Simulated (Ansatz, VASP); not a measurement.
## Two plane-wave programs on Al2O3

```
CELL_PARAMETERS angstrom
-4.56860 4.56860 4.56860
4.56860 -4.56860 4.56860
4.56860 4.56860 -4.56860
ATOMIC_POSITIONS crystal
Al 0.75000 0.75000 0.75000
Al 0.50000 0.00000 0.75000
Al 0.00000 0.75000 0.50000
Al 0.75000 0.50000 0.00000
O 0.62500 0.87500 0.75000
O 0.87500 0.75000 0.62500
O 0.75000 0.62500 0.87500
O 0.25000 0.87500 0.62500
O 0.62500 0.25000 0.87500
O 0.87500 0.62500 0.25000
```

Alike in both runs: task single point; functional PBE; k mesh 4 × 4 × 4; occupations gaussian, width 0.1 eV; no spin polarisation.

```csv
,VASP,Ansatz
version,VASP 6.6.1,Ansatz 0.2.0
potentials or method,"VASP PAW PBE potentials, release 64 (Al, O)","scalar-relativistic, plane waves, PAW"
plane-wave cutoff (eV),520,420
valence electrons in the cell,48,48
```

Ansatz gave:

```
gap on the k mesh at the Fermi level (eV) : 4.27
least direct gap on the mesh (eV)         : 4.48
pressure (GPa)                            : 7.1
```

Question: Which values does VASP return?

Answer: gap on the k mesh at the Fermi level (eV): 4.26; least direct gap on the mesh (eV): 4.47; pressure (GPa): 7.3.

A k mesh can miss the band edges. Expect the measured gap to be larger: semilocal functionals such as PBE lack the derivative discontinuity.
